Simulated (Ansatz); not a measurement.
## Te2Mo under changes of volume

One of the cells (133.495 Å³/atom); the others are scaled copies at fixed shape and fractional positions:

```
Te Mo
1.0
     6.36161    0.00000    0.00000
     0.00000    3.48040    0.00000
    -0.08574    0.00000   36.17589
Te Mo
4 2
Direct
  0.42925 0.75000 0.54070
  0.57075 0.25000 0.45930
  0.92085 0.25000 0.55653
  0.07915 0.75000 0.44347
  0.18135 0.25000 0.49747
  0.81865 0.75000 0.50253
```

| Property | Result |
| --- | --- |
| Program | Ansatz 0.2.0 |
| Functional | LDA |
| Potentials or basis | Ansatz PAW |
| Cutoff | 420 eV (not typed: the program's choice for these potentials) |
| k mesh | 4 × 8 × 1 |
| Occupations | fermi-dirac, width 0.05 eV |
| Spin | no spin polarisation |

```csv
volume (Å³/atom),energy over the lowest point (meV/atom),largest force (eV/Å)
125.485,?,?
128.155,0.00,0.193
130.825,5.72,0.224
133.495,17.65,0.481
136.165,35.12,0.778
138.835,57.49,1.052
141.505,84.22,1.303
```

Problem. What does the run at 125.485 Å³/atom give?

Solution. Energy over the lowest point 1.23 meV/atom; largest force 0.575 eV/Å.

Worked out: A Birch-Murnaghan fit of order 3 (a polynomial in V^(-2/3)) to the other rows has its minimum at 127.27 Å³/atom, just outside them, with B0 = V·E''(V) = 21 GPa and B' = 4.7 at fixed shape and positions, which overstates the stiffness. It gives 1.29 meV/atom at 125.485 Å³/atom, against the run's 1.23.

Energies are extrapolated to zero smearing.

Caveats: the PAW data sets come from PBE, with cores solved anew for the run's functional, which leaves a small shift of forces and pressure.
